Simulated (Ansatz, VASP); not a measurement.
SbS2: VASP beside Ansatz

```
CELL_PARAMETERS angstrom
5.02684 -2.54814 0.00000
5.02684 2.54814 0.00000
0.00000 0.00000 5.13693
ATOMIC_POSITIONS crystal
Sb 0.72313 0.27687 0.75000
Sb 0.27687 0.72313 0.25000
S 0.86652 0.41107 0.25000
S 0.58893 0.13348 0.25000
S 0.41107 0.86652 0.75000
S 0.13348 0.58893 0.75000
```

Alike in both runs: functional PBE; k mesh 4 × 4 × 4; occupations gaussian, width 0.1 eV; no spin polarisation.

Ansatz relaxed the structure, and its values are those at the end. VASP's run is a single point on that final structure, the one shown.

|  | VASP | Ansatz |
| --- | --- | --- |
| version | VASP 6.6.1 | Ansatz 0.2.0 |
| potentials or method | VASP PAW PBE potentials, release 64 (Sb, S) | scalar-relativistic, plane waves, PAW |
| plane-wave cutoff (eV) | 520 | 420 |
| valence electrons in the cell | 34 | 54 |

Ansatz gave:

* gap on the k mesh at the Fermi level (eV): none
* pressure (GPa): 0.1
* rms of the force components (eV/Å): 0.003

Estimate VASP's values.

gap on the k mesh at the Fermi level (eV): none; pressure (GPa): -0.2; rms of the force components (eV/Å): 0.013.

A gap of «none» marks a metal or a gap that the smearing closes. The two sets of potentials don't hold the same shells in valence.

Spin-orbit coupling is left out, which matters for the levels of Sb.
